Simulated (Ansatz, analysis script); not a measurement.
# Zigzag Re chain, bond 2.521 Å: which texture of moments is lowest, part 2 of 2

Aim: rank collinear and non-collinear patterns of moments in one cell of a zigzag Re chain, bond 2.521 Å.

Ansatz 0.2.0; PBE, PAW set soft_2.

So far, largest spin moment in the atom's sphere (μB): step 2 (the collinear state) 1.05.

In doubt: warnings of the run leave room for a lower electronic state (step 10), so energies may not be the lowest and differences between runs may mislead.

### 4. Start: ferro

Level of this step: Ansatz DFT on spinors from a typed pattern of moment directions; PBE, PAW default (Ansatz).

The parallel pattern comes first.

The input, input.yaml:

```yaml
crystal:
  lattice:
    - [12.0, 0.0, 0.0]
    - [0.0, 12.0, 0.0]
    - [0.0, 0.0, 6.0504]
  atoms:
    - { symbol: Re, position: [0.4159666667, 0.5, 0.0], spin: 1.05, spin_axis: [0.0, 0.0, 1.0] }
    - { symbol: Re, position: [0.4159666667, 0.5, 0.5], spin: 1.05, spin_axis: [0.0, 0.0, 1.0] }
    - { symbol: Re, position: [0.5840333333, 0.5, 0.25], spin: 1.05, spin_axis: [0.0, 0.0, 1.0] }
    - { symbol: Re, position: [0.5840333333, 0.5, 0.75], spin: 1.05, spin_axis: [0.0, 0.0, 1.0] }
kpoints:
  mp_grid: { grid: [1, 1, 15] }
hamiltonian:
  xc: pbe
scf:
  occupations: { method: fermi_dirac, width: 0.2 }
  max_iter: 120
  convergence: { dr2_threshold: 1.0e-08 }
basis:
  ecutwfc: 420.0
magnetization:
  noncollinear: true
```

Started as:

```bash
$ ansatz run input.yaml --threads 4 --pin off --max-ram 8192MiB --backend cpu --events-out ev --progress --plain --runs-dir out
```

Numbers of over 12 decimals in the logs are rounded to 6 here.

What it wrote:

```text
[...]
this run first makes a single point of its starting geometry on two collinear spin channels, or without spin where it has no moments, for its own SCFs to start from. `scf.lower_state_search: off` leaves that single point out
Crystal: 4 atoms, lattice volume = 871.258 Å³
Basis set: ecut = 420 eV, 17021 PW (Γ)
Bands: 45, of which v1, the nominal top of the filled ones, is band 30 counted from 1 (29 counted from 0)
Symmetry: 16 space group operations
[...]
k-points: 8 of 15
[...]
Starting moments: Σ|m| = 4.2 μB on 4 of 4 sites
[...]
SCF iter   1: F=—  HF=-43457.184582 eV  |F-HF|=—  |Δ(HF+E_count)|=         —  Δρ=1.22e-2 (↑1.10e-2 ↓1.22e-2)  dr2=1.03e1  dr2_m=2.45e-1  M=2.502 μB ∫|m|=2.504 μB  β_m=0.30  ethr=3.10e-3  ⟨swp⟩=1.0  Hψ=4188  notcnv=0
[...]
SCF iter  12: F=-43454.990326 eV  HF=-43454.990326 eV  |F-HF|=1.94e-9  |Δ(HF+E_count)|=   4.31e-8  Δρ=5.11e-7 (↑5.11e-7 ↓5.09e-7)  dr2=1.30e-9  dr2_m=1.74e-9  M=5.145 μB ∫|m|=5.183 μB  ethr=1.67e-11  ⟨swp⟩=3.0  Hψ=1578  notcnv=0
SCF 1 converged in 12 iterations: F = -43454.990326 eV  dr2 = 1.30e-9
[...]
Symmetry: 8 space group operations
[...]
SCF iter   9: F=-43455.020023 eV  HF=-43455.020023 eV  |F-HF|=1.46e-11  |Δ(HF+E_count)|=    0.00e0  Δρ=2.14e-7 (↑2.14e-7 ↓1.89e-7)  dr2=6.77e-10  dr2_m=2.04e-10  M=0.000 μB ∫|m|=6.284 μB  ethr=1.13e-12  ⟨swp⟩=1.0  Hψ=2809  notcnv=0
SCF 2 converged in 9 iterations: F = -43455.020023 eV  dr2 = 6.77e-10
[...]
SCF iter   2: F=-43455.020023 eV  HF=-43455.020023 eV  |F-HF|=1.96e-10  |Δ(HF+E_count)|=  1.46e-10  Δρ=1.56e-7 (↑1.56e-7 ↓1.40e-7)  dr2=1.93e-10  dr2_m=1.39e-10  M=0.000 μB ∫|m|=6.284 μB  ethr=1.12e-12  ⟨swp⟩=2.0  Hψ=1109  notcnv=0
SCF 3 converged in 2 iterations: F = -43455.020023 eV  dr2 = 1.93e-10
this run first made a single point of its starting geometry. This run's own SCFs start from that state's density, with starting moments (1.05, 1.05, -1.05, -1.05 Bohr magnetons, atom by atom). They impose 16 of the 32 symmetry operations that the input and these moments leave: the state that was found isn't shown to keep the others, and atoms need not be at rest in it. Of at least 1 other set(s) of starting moments it isn't known whether they lead lower. Of the state that the single point found these notices stand: stability_check_not_made.
Bands: 84, of which v1, the nominal top of the filled ones, is band 60 counted from 1 (59 counted from 0)
Symmetry: 8 space group operations + 8 with time reversal
Moments: of one size on atoms that these operations exchange, one fixing the others by the rotation that the starting moments gave each, and all in one plane where the starting moments lie in one or along one axis (crystal.symmetry.detect: false holds none)
[...]
SCF iter   1: F=—  HF=-43455.019721 eV  |F-HF|=—  |Δ(HF+E_count)|=         —  Δρ=1.33e-6  dr2=1.84e-8  dr2_m=3.53e-10  ethr=1.58e-6  |M|=4.78e-4 ∫|m|=6.28e0 μB  |m|>n=4.0e-2 m-floor=0.0e0 τ_xc=0.0e0  β_m=0.30  ⟨swp⟩=3.4  Hψ=4660  notcnv=0
eigensolver tolerance schedule: the retry pair's looser diagonalisation over-reported the residual by 51431.12 of it (diagonalisation noise at an unbounded share of the residual, at the tolerance the schedule requests for it); recorded, not acted on — ethr = c·dr2/N_el stays at c = 1.0e-1
[...]
SCF iter   2: F=—  HF=-43455.020023 eV  |F-HF|=—  |Δ(HF+E_count)|=   3.02e-4  Δρ=7.60e-7  dr2=9.54e-9  dr2_m=2.02e-10  ethr=1.67e-11  |M|=4.61e-4 ∫|m|=6.28e0 μB  |m|>n=4.0e-2 m-floor=0.0e0 τ_xc=0.0e0  β_m=0.24  ⟨swp⟩=7.1  Hψ=3270  notcnv=0
SCF iter   3: F=-43455.020023 eV  HF=-43455.020023 eV  |F-HF|=5.26e-9  |Δ(HF+E_count)|=   1.75e-9  Δρ=5.55e-7  dr2=6.21e-9  dr2_m=1.25e-10  ethr=1.59e-11  |M|=4.69e-4 ∫|m|=6.28e0 μB  |m|>n=4.0e-2 m-floor=0.0e0 τ_xc=0.0e0  ⟨swp⟩=1.0  Hψ=1404  notcnv=0
SCF 4 converged in 3 iterations: F = -43455.020023 eV  dr2 = 6.21e-9
WARN: the starting moments' order was not kept: 2 of 4 changed their angle to site 0 by over 35° and 2, that site among them, did not, counting a site from 0.1 of the cell's largest site moment. The largest that changed, site 3 (counted from 0, in the order of the report's site_moments_nc_mub), started with 1.05e0 μB and closes with 1.0e0 μB. The net magnetisation is 4.6e-4 μB in size, at most 0.1 of the 4.2 μB that  [...]
SCF converged after 3 iterations
Stability not checked: this state was not tested for a lower state beside it, because this non-collinear magnet's GGA is evaluated by the locally collinear projection, under which the energy is not smooth in the magnetisation (locally_collinear_gga; see scf.lower_state_search)
Magnetization: |M| = 0.0005 μB,  M = (+0.0000, +0.0000, +0.0005) μB
Absolute magnetization: 6.2846 μB (∫|m|, with the PAW one-centre terms)
Moment direction: held on its axis by an average over the rotations of spin about it
  site 0: m = (+0.0000, +0.0000, +1.0460) μB, |m| = 1.0460 μB  (R = 1.04 Å)
  site 1: m = (+0.0000, +0.0000, +1.0460) μB, |m| = 1.0460 μB  (R = 1.04 Å)
  site 2: m = (+0.0000, +0.0000, -1.0459) μB, |m| = 1.0459 μB  (R = 1.04 Å)
  site 3: m = (+0.0000, +0.0000, -1.0459) μB, |m| = 1.0459 μB  (R = 1.04 Å)
Free energy (F): -43455.020023 eV
[...]
Internal energy: -43453.582157 eV  (E = F + TS)
E sigma→0 (E₀):  -43454.301090 eV
Entropy (-TS):   -1.437866 eV (-359.466 meV/atom)
Fermi energy:    -2.379663 eV
[...]
--- Band table (eV; the first three rows and the last of 8) ---
  k-point 0: bands = [... 26 lower, -43.8749, -43.8749, -43.8585, -43.8584, -43.7538, -43.7537, -7.8125, -7.8125, ... 50 higher]
  k-point 1: bands = [... 26 lower, -43.8748, -43.8747, -43.8586, -43.8586, -43.7555, -43.7554, -7.7823, -7.7823, ... 50 higher]
  k-point 2: bands = [... 26 lower, -43.8742, -43.8742, -43.8592, -43.8591, -43.7604, -43.7604, -7.6926, -7.6926, ... 50 higher]
  k-point 7: bands = [... 26 lower, -43.8658, -43.8658, -43.8226, -43.8225, -43.8117, -43.8117, -6.5342, -6.5342, ... 50 higher]
```

It took 2.7 min on 4 threads of Arm Neoverse V2, shared host; peak memory 3.4 GiB.

It ends antiferromagnetic; the largest site carries 1.05 μB. The program's own search turned the parallel start over.

Spin moment in the atom's sphere by atom:

```tsv
atom	x (μB)	y (μB)	z (μB)	size
Re1	0.00	0.00	1.05	1.05
Re2	0.00	0.00	1.05	1.05
Re3	0.00	0.00	-1.05	1.05
Re4	0.00	0.00	-1.05	1.05
```

### 5. Start: random 2

Random directions favour no pattern, so the moments can find one that was not thought of.

input.yaml, the sections that differ from step 4:

```yaml
crystal:
  lattice:
    - [12.0, 0.0, 0.0]
    - [0.0, 12.0, 0.0]
    - [0.0, 0.0, 6.0504]
  atoms:
    - { symbol: Re, position: [0.4159666667, 0.5, 0.0], spin: 1.05, spin_axis: [0.633735, 0.550575, 0.543367] }
    - { symbol: Re, position: [0.4159666667, 0.5, 0.5], spin: 1.05, spin_axis: [0.076948, 0.433225, 0.897995] }
    - { symbol: Re, position: [0.5840333333, 0.5, 0.25], spin: 1.05, spin_axis: [-0.058274, 0.187898, -0.980458] }
    - { symbol: Re, position: [0.5840333333, 0.5, 0.75], spin: 1.05, spin_axis: [0.984558, -0.105681, 0.139562] }
output:
  write_density: true
  write_potential: true
  elf: true
  volumetric_format: npy
# kpoints, hamiltonian, scf, basis, magnetization: as in step 4
```

What it wrote:

```text
[...]
Crystal: 4 atoms, lattice volume = 871.258 Å³
Basis set: ecut = 420 eV, 17021 PW (Γ)
Bands: 84, of which v1, the nominal top of the filled ones, is band 60 counted from 1 (59 counted from 0)
Symmetry: 2 space group operations
[...]
k-points: 15
[...]
Starting moments: Σ|m| = 4.2 μB on 4 of 4 sites
[...]
k-point 0: bands = [... 56 lower, -2.4421, -2.3613, -2.3613, -2.3152, -2.2769, -2.1145, -2.1144, -2.0815, ... 20 higher]
  k-point 1: bands = [... 56 lower, -2.4528, -2.4219, -2.3554, -2.3276, -2.2650, -2.1995, -2.1430, -2.0821, ... 20 higher]
  k-point 2: bands = [... 56 lower, -2.6785, -2.4836, -2.3593, -2.3306, -2.2895, -2.2295, -2.1803, -2.1445, ... 20 higher]
  k-point 14: bands = [... 56 lower, -2.4528, -2.4219, -2.3554, -2.3276, -2.2650, -2.1995, -2.1430, -2.0821, ... 20 higher]
[key lines of the parts left out:]
SCF converged after 69 iterations
Magnetization: |M| = 2.7891 μB,  M = (+2.4427, +1.3350, +0.1741) μB
Free energy (F): -43455.023060 eV
Fermi energy:    -2.396317 eV
```

The job ended after 7 min (4 threads; peak memory 4.6 GiB; 28 min of CPU time).

It ends coplanar with net moment; the largest site carries 1.03 μB.

Spin moment in the atom's sphere by atom:

```tsv
atom	x (μB)	y (μB)	z (μB)	size
Re1	0.15	0.49	0.89	1.03
Re2	0.15	0.49	0.89	1.03
Re3	0.59	-0.09	-0.84	1.03
Re4	0.59	-0.08	-0.84	1.03
```

### 6. Start: tetrahedral

input.yaml, the sections that differ from step 5:

```yaml
crystal:
  lattice:
    - [12.0, 0.0, 0.0]
    - [0.0, 12.0, 0.0]
    - [0.0, 0.0, 6.0504]
  atoms:
    - { symbol: Re, position: [0.4159666667, 0.5, 0.0], spin: 1.05, spin_axis: [0.57735, 0.57735, 0.57735] }
    - { symbol: Re, position: [0.4159666667, 0.5, 0.5], spin: 1.05, spin_axis: [0.57735, -0.57735, -0.57735] }
    - { symbol: Re, position: [0.5840333333, 0.5, 0.25], spin: 1.05, spin_axis: [-0.57735, 0.57735, -0.57735] }
    - { symbol: Re, position: [0.5840333333, 0.5, 0.75], spin: 1.05, spin_axis: [-0.57735, -0.57735, 0.57735] }
# kpoints, hamiltonian, scf, basis, magnetization: as in step 5
# output: removed
```

What it wrote:

```text
[...]
Crystal: 4 atoms, lattice volume = 871.258 Å³
Basis set: ecut = 420 eV, 17021 PW (Γ)
Bands: 84, of which v1, the nominal top of the filled ones, is band 60 counted from 1 (59 counted from 0)
Symmetry: 8 space group operations + 8 with time reversal
[...]
k-points: 8 of 15
[...]
Starting moments: Σ|m| = 4.2 μB on 4 of 4 sites
[...]
site 1: m = (+1.0460, -0.0000, -0.0000) μB, |m| = 1.0460 μB  (R = 1.04 Å)
  site 2: m = (-1.0460, +0.0000, -0.0000) μB, |m| = 1.0460 μB  (R = 1.04 Å)
  site 3: m = (-1.0460, -0.0000, +0.0000) μB, |m| = 1.0460 μB  (R = 1.04 Å)
Free energy (F): -43455.020023 eV
[...]
Internal energy: -43453.582154 eV  (E = F + TS)
E sigma→0 (E₀):  -43454.301089 eV
Entropy (-TS):   -1.437868 eV (-359.467 meV/atom)
Fermi energy:    -2.379672 eV
[...]
[key lines of the parts left out:]
SCF converged after 50 iterations
Magnetization: |M| = 0.0000 μB,  M = (+0.0000, +0.0000, +0.0000) μB
```

The job ended after 3 min (4 threads; peak memory 3.3 GiB; 12 min of CPU time).

It ends antiferromagnetic; the largest site carries 1.05 μB.

Spin moment in the atom's sphere by atom:

```tsv
atom	x (μB)	y (μB)	z (μB)	size
Re1	1.05	0.00	0.00	1.05
Re2	1.05	0.00	0.00	1.05
Re3	-1.05	0.00	0.00	1.05
Re4	-1.05	0.00	0.00	1.05
```

### 7. Start: random 1

input.yaml, the sections that differ from step 6:

```yaml
crystal:
  lattice:
    - [12.0, 0.0, 0.0]
    - [0.0, 12.0, 0.0]
    - [0.0, 0.0, 6.0504]
  atoms:
    - { symbol: Re, position: [0.4159666667, 0.5, 0.0], spin: 1.05, spin_axis: [-0.473103, -0.876854, 0.085447] }
    - { symbol: Re, position: [0.4159666667, 0.5, 0.5], spin: 1.05, spin_axis: [-0.492193, 0.780817, -0.384801] }
    - { symbol: Re, position: [0.5840333333, 0.5, 0.25], spin: 1.05, spin_axis: [-0.173167, 0.388807, -0.904899] }
    - { symbol: Re, position: [0.5840333333, 0.5, 0.75], spin: 1.05, spin_axis: [0.787787, -0.481523, -0.384093] }
# kpoints, hamiltonian, scf, basis, magnetization: as in step 6
```

What it wrote:

```text
[...]
Crystal: 4 atoms, lattice volume = 871.258 Å³
Basis set: ecut = 420 eV, 17021 PW (Γ)
Bands: 84, of which v1, the nominal top of the filled ones, is band 60 counted from 1 (59 counted from 0)
Symmetry: 2 space group operations
[...]
k-points: 15
[...]
Starting moments: Σ|m| = 4.2 μB on 4 of 4 sites
[...]
site 1: m = (-1.0269, -0.0732, +0.0140) μB, |m| = 1.0296 μB  (R = 1.04 Å)
  site 2: m = (+0.6821, -0.0437, -0.7701) μB, |m| = 1.0297 μB  (R = 1.04 Å)
  site 3: m = (+0.6823, -0.0438, -0.7700) μB, |m| = 1.0297 μB  (R = 1.04 Å)
Free energy (F): -43455.023060 eV
[...]
Internal energy: -43453.649693 eV  (E = F + TS)
E sigma→0 (E₀):  -43454.336376 eV
Entropy (-TS):   -1.373367 eV (-343.342 meV/atom)
Fermi energy:    -2.396303 eV
[...]
[key lines of the parts left out:]
SCF converged after 80 iterations
Magnetization: |M| = 2.7886 μB,  M = (-1.1454, -0.3899, -2.5124) μB
```

The job ended after 7.5 min (4 threads; peak memory 4 GiB).

It ends coplanar with net moment; the largest site carries 1.03 μB.

Spin moment in the atom's sphere by atom:

```tsv
atom	x (μB)	y (μB)	z (μB)	size
Re1	-1.03	-0.07	0.01	1.03
Re2	-1.03	-0.07	0.01	1.03
Re3	0.68	-0.04	-0.77	1.03
Re4	0.68	-0.04	-0.77	1.03
```

### 8. Start: collinear ++--

input.yaml, the sections that differ from step 7:

```yaml
crystal:
  lattice:
    - [12.0, 0.0, 0.0]
    - [0.0, 12.0, 0.0]
    - [0.0, 0.0, 6.0504]
  atoms:
    - { symbol: Re, position: [0.4159666667, 0.5, 0.0], spin: 1.05, spin_axis: [0.0, 0.0, 1.0] }
    - { symbol: Re, position: [0.4159666667, 0.5, 0.5], spin: 1.05, spin_axis: [0.0, 0.0, 1.0] }
    - { symbol: Re, position: [0.5840333333, 0.5, 0.25], spin: 1.05, spin_axis: [0.0, 0.0, -1.0] }
    - { symbol: Re, position: [0.5840333333, 0.5, 0.75], spin: 1.05, spin_axis: [0.0, 0.0, -1.0] }
# kpoints, hamiltonian, scf, basis, magnetization: as in step 7
```

What it wrote:

```text
[...]
Crystal: 4 atoms, lattice volume = 871.258 Å³
Basis set: ecut = 420 eV, 17021 PW (Γ)
Bands: 45, of which v1, the nominal top of the filled ones, is band 30 counted from 1 (29 counted from 0)
Symmetry: 8 space group operations
[...]
k-points: 8 of 15
[...]
Starting moments: Σ|m| = 4.2 μB on 4 of 4 sites
[...]
site 1: m = (+0.0000, +0.0000, +1.0460) μB, |m| = 1.0460 μB  (R = 1.04 Å)
  site 2: m = (+0.0000, +0.0000, -1.0460) μB, |m| = 1.0460 μB  (R = 1.04 Å)
  site 3: m = (+0.0000, +0.0000, -1.0460) μB, |m| = 1.0460 μB  (R = 1.04 Å)
Free energy (F): -43455.020023 eV
[...]
Internal energy: -43453.582160 eV  (E = F + TS)
E sigma→0 (E₀):  -43454.301091 eV
Entropy (-TS):   -1.437863 eV (-359.466 meV/atom)
Fermi energy:    -2.379619 eV
[...]
[key lines of the parts left out:]
SCF converged after 4 iterations
Magnetization: |M| = 0.0000 μB,  M = (+0.0000, +0.0000, +0.0000) μB
```

Wall time 61 s (4 threads); peak memory 3.3 GiB.

It ends antiferromagnetic; the largest site carries 1.05 μB.

### 9. Start: 90 degrees in a plane

input.yaml, the sections that differ from step 8:

```yaml
crystal:
  lattice:
    - [12.0, 0.0, 0.0]
    - [0.0, 12.0, 0.0]
    - [0.0, 0.0, 6.0504]
  atoms:
    - { symbol: Re, position: [0.4159666667, 0.5, 0.0], spin: 1.05, spin_axis: [1.0, 0.0, 0.0] }
    - { symbol: Re, position: [0.4159666667, 0.5, 0.5], spin: 1.05, spin_axis: [0.0, 1.0, 0.0] }
    - { symbol: Re, position: [0.5840333333, 0.5, 0.25], spin: 1.05, spin_axis: [-1.0, 0.0, 0.0] }
    - { symbol: Re, position: [0.5840333333, 0.5, 0.75], spin: 1.05, spin_axis: [0.0, -1.0, 0.0] }
# kpoints, hamiltonian, scf, basis, magnetization: as in step 8
```

What it wrote:

```text
[...]
Crystal: 4 atoms, lattice volume = 871.258 Å³
Basis set: ecut = 420 eV, 17021 PW (Γ)
Bands: 84, of which v1, the nominal top of the filled ones, is band 60 counted from 1 (59 counted from 0)
Symmetry: 8 space group operations + 8 with time reversal
[...]
k-points: 8 of 15
[...]
Starting moments: Σ|m| = 4.2 μB on 4 of 4 sites
[...]
site 1: m = (+0.7395, +0.7397, -0.0000) μB, |m| = 1.0460 μB  (R = 1.04 Å)
  site 2: m = (-0.7397, -0.7395, +0.0000) μB, |m| = 1.0460 μB  (R = 1.04 Å)
  site 3: m = (-0.7395, -0.7397, -0.0000) μB, |m| = 1.0460 μB  (R = 1.04 Å)
Free energy (F): -43455.020023 eV
[...]
Internal energy: -43453.582163 eV  (E = F + TS)
E sigma→0 (E₀):  -43454.301093 eV
Entropy (-TS):   -1.437859 eV (-359.465 meV/atom)
Fermi energy:    -2.379606 eV
[...]
[key lines of the parts left out:]
SCF converged after 37 iterations
Magnetization: |M| = 0.0000 μB,  M = (-0.0000, +0.0000, +0.0000) μB
```

Elapsed: 2.2 min, on 4 threads; peak memory 3.3 GiB.

It ends antiferromagnetic; the largest site carries 1.05 μB.

### 10. Start: collinear +-+-

input.yaml, the sections that differ from step 9:

```yaml
crystal:
  lattice:
    - [12.0, 0.0, 0.0]
    - [0.0, 12.0, 0.0]
    - [0.0, 0.0, 6.0504]
  atoms:
    - { symbol: Re, position: [0.4159666667, 0.5, 0.0], spin: 1.05, spin_axis: [0.0, 0.0, 1.0] }
    - { symbol: Re, position: [0.4159666667, 0.5, 0.5], spin: 1.05, spin_axis: [0.0, 0.0, -1.0] }
    - { symbol: Re, position: [0.5840333333, 0.5, 0.25], spin: 1.05, spin_axis: [0.0, 0.0, 1.0] }
    - { symbol: Re, position: [0.5840333333, 0.5, 0.75], spin: 1.05, spin_axis: [0.0, 0.0, -1.0] }
# kpoints, hamiltonian, scf, basis, magnetization: as in step 9
```

What it wrote:

```text
[...]
Crystal: 4 atoms, lattice volume = 871.258 Å³
Basis set: ecut = 420 eV, 17021 PW (Γ)
Bands: 45, of which v1, the nominal top of the filled ones, is band 30 counted from 1 (29 counted from 0)
Symmetry: 4 space group operations
[...]
k-points: 8 of 15
[...]
Starting moments: Σ|m| = 4.2 μB on 4 of 4 sites
[...]
k-point 0: bands = [... 26 lower, -43.8749, -43.8749, -43.8584, -43.8584, -43.7538, -43.7538, -7.8125, -7.8125, ... 50 higher]
  k-point 1: bands = [... 26 lower, -43.8747, -43.8747, -43.8586, -43.8586, -43.7555, -43.7555, -7.7823, -7.7823, ... 50 higher]
  k-point 2: bands = [... 26 lower, -43.8742, -43.8742, -43.8591, -43.8591, -43.7604, -43.7604, -7.6926, -7.6926, ... 50 higher]
  k-point 7: bands = [... 26 lower, -43.8658, -43.8658, -43.8225, -43.8225, -43.8117, -43.8117, -6.5342, -6.5342, ... 50 higher]
[key lines of the parts left out:]
SCF converged after 14 iterations
Magnetization: |M| = 0.0000 μB,  M = (+0.0000, +0.0000, +0.0000) μB
Free energy (F): -43455.020023 eV
Fermi energy:    -2.379663 eV
```

The job ended after 3.5 min (4 threads; peak memory 3.5 GiB).

It ends antiferromagnetic; the largest site carries 1.05 μB.

### 11. Side runs that gave no result

| changed | outcome |
| --- | --- |
| hamiltonian.xc; basis.ecutwfc; scf.convergence.dr2_threshold | cut off at the time limit |

### 12. Ranking

The last two columns average e·e over the pairs of the two nearest shells of magnetic atoms: 1 is parallel, −1 opposed.

The states reached:

```tsv
start	final state	energy (meV/magnetic atom)	net moment (μB/cell)	mean moment (μB)	least moment (μB)	typed angles to the first (deg)	final angles to the first (deg)	triple product of the first three	mean cosine, nearest magnetic neighbours	second shell
ferro	antiferromagnetic	0.7592	5.00e-4	1.046	1.046	0 0 0	0 180 180	0	-1	1
random 2	coplanar with net moment	0	2.789	1.03	1.03	39 118 50	0 132 132	0	-0.67	1
tetrahedral	antiferromagnetic	0.7592	0	1.046	1.046	109 109 109	0 180 180	0	-1	1
random 1	coplanar with net moment	0	2.789	1.03	1.03	119 110 89	0 132 132	5.00e-4	-0.67	1
collinear ++--	antiferromagnetic	0.7592	0	1.046	1.046	0 180 180	0 180 180	0	-1	1
90 degrees in a plane	antiferromagnetic	0.7592	0	1.046	1.046	90 180 90	0 180 180	0	-1	1
collinear +-+-	antiferromagnetic	0.7592	0	1.046	1.046	180 0 180	0 180 180	0	-1	1
```

### 13. Outcome

```yaml
lowest_state_found: coplanar with net moment
mean_cosine_between_nearest_magnetic_neighbours_there: -0.67
net_moment_of_the_lowest_state: 2.79 μB a cell
mean_moment_in_the_lowest_state: 1.03 μB
```

**Reading.** The lowest state found is coplanar with net moment, reached from the start «random 2», 0.759 meV a magnetic atom under the next one (antiferromagnetic). The lowest collinear state among those run (antiferromagnetic) lies 0.759 meV a magnetic atom above a non-collinear one. 2 of the 7 converged starts end within 0.1 meV of the lowest. 6 starts left the typed angles, so their energies belong to the state reached. Without spin–orbit coupling only the angles between moments count. Only the listed patterns were tried. The 7 spinor runs took 27 min of wall time, added up. Energies are free energies at a smearing of 0.2 eV, and with partly filled levels differences shift, at times strongly, as the smearing goes to zero. The cell was taken as built, with atoms unrelaxed.

[Logs and program files are shortened in this print: banners, set-up blocks, solver, clock and traceback lines can be left out without a mark of their own.]

[Logs are printed without paths, hosts, clocks, repeated set-up lines and the standing remarks that a program may print on its own settings, such as how far it seeks lower states.]

[Hosts, paths, dates, database ids (printed as entryN), source tags and the programs' standing remarks are cut or masked in the printed files.]
